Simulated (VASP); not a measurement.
Calculation: PBEsol GGA, VASP's PBE PAW potentials (set 64) (plane waves; VASP).

The input files of a VASP run:

INCAR:
```
! general
SYSTEM  = LiI
PREC    = Accurate
ENCUT   = 600
LREAL   = F
LASPH   = T

! electronic loop
EDIFF   = 1E-7
NELM    = 100
ALGO    = Normal
LMAXMIX = 4

! smearing
ISMEAR  = 0
SIGMA   = 0.05

! functional
GGA     = PS

! ions
ISIF    = 2

! output
LWAVE   = F
LCHARG  = F
```

### POSCAR
```
LiI
2.9513820
  0.0000000000   0.9999999515   0.9999999515
  0.9999999515   0.0000000000   0.9999999515
  0.9999999515   0.9999999515   0.0000000000
Li I
1 1
direct
  0.0000000000   0.0000000000   0.0000000000
  0.4872940874   0.5127059126   0.5127059126
```

**KPOINTS**
```
Automatic mesh
0
Gamma
8 8 8
0 0 0
```

POTCAR, in this order: Li_sv I (PBE.64 set). Program: vasp_std.

Output

File OSZICAR:
```
       N       E                     dE             d eps       ncg     rms          rms(c)
DAV:   1     0.399011690136E+02    0.39901E+02   -0.39723E+03  1062   0.108E+03
DAV:   2    -0.423369625097E+01   -0.44135E+02   -0.41885E+02  1455   0.141E+02
DAV:   3    -0.610799043769E+01   -0.18743E+01   -0.18718E+01  1349   0.341E+01
DAV:   4    -0.616708013963E+01   -0.59090E-01   -0.59057E-01  1623   0.616E+00
DAV:   5    -0.616776490769E+01   -0.68477E-03   -0.68474E-03  1360   0.682E-01    0.219E+00
DAV:   6    -0.615590656624E+01    0.11858E-01   -0.18159E-02  1461   0.789E-01    0.139E+00
DAV:   7    -0.615494460467E+01    0.96196E-03   -0.21644E-02  1527   0.931E-01    0.265E-01
DAV:   8    -0.615516907322E+01   -0.22447E-03   -0.23956E-03  1198   0.371E-01    0.560E-02
DAV:   9    -0.615517301408E+01   -0.39409E-05   -0.64883E-05  1436   0.727E-02    0.319E-02
DAV:  10    -0.615517296525E+01    0.48829E-07   -0.12659E-05  1333   0.264E-02    0.182E-02
DAV:  11    -0.615517624679E+01   -0.32815E-05   -0.35176E-06  1200   0.159E-02    0.307E-03
DAV:  12    -0.615517698714E+01   -0.74035E-06   -0.13065E-07  1262   0.310E-03    0.328E-03
DAV:  13    -0.615517667026E+01    0.31688E-06   -0.46169E-08   734   0.202E-03    0.280E-04
DAV:  14    -0.615517665127E+01    0.18986E-07   -0.57584E-09   681   0.772E-04
   1 F= -.61551767E+01 E0= -.61551767E+01  d E =-.170919E-17
```

**OUTCAR**
```
------------------------ aborting loop because EDIFF is reached ----------------------------------------
  FORCE on cell =-STRESS in cart. coord.  units (eV):
  Direction    XX          YY          ZZ          XY          YZ          ZX
  --------------------------------------------------------------------------------------
  Total        0.0344665     -0.0104120     -0.0104120     -0.0000000      0.0000000      0.0000000
  in kB        1.0739948     -0.3244419     -0.3244419     -0.0000000      0.0000000      0.0000000
  external PRESSURE =       0.1417037 kB  Pullay stress =       0.0000000 kB
  volume of cell :       51.42
      direct lattice vectors                 reciprocal lattice vectors
     0.000000000  2.951381857  2.951381857    -0.169412168  0.169412168  0.169412168
     2.951381857  0.000000000  2.951381857     0.169412168 -0.169412168  0.169412168
     2.951381857  2.951381857  0.000000000     0.169412168  0.169412168 -0.169412168
 POSITION                                       TOTAL-FORCE (eV/Angst)
 -----------------------------------------------------------------------------------
      0.00000      0.00000      0.00000         0.048220      0.000000      0.000000
      3.02638      2.95138      2.95138        -0.048220      0.000000      0.000000
 -----------------------------------------------------------------------------------
    total drift:                                0.000009     -0.000000     -0.000000
  FREE ENERGIE OF THE ION-ELECTRON SYSTEM (eV)
  ---------------------------------------------------
  free  energy   TOTEN  =        -6.1551766513 eV

  energy  without entropy=       -6.1551766513  energy(sigma->0) =       -6.15517665
```
(Selected blocks of OUTCAR.)

The compound is LiI in the rock salt structure. This cell was strained or had an atom moved on purpose.
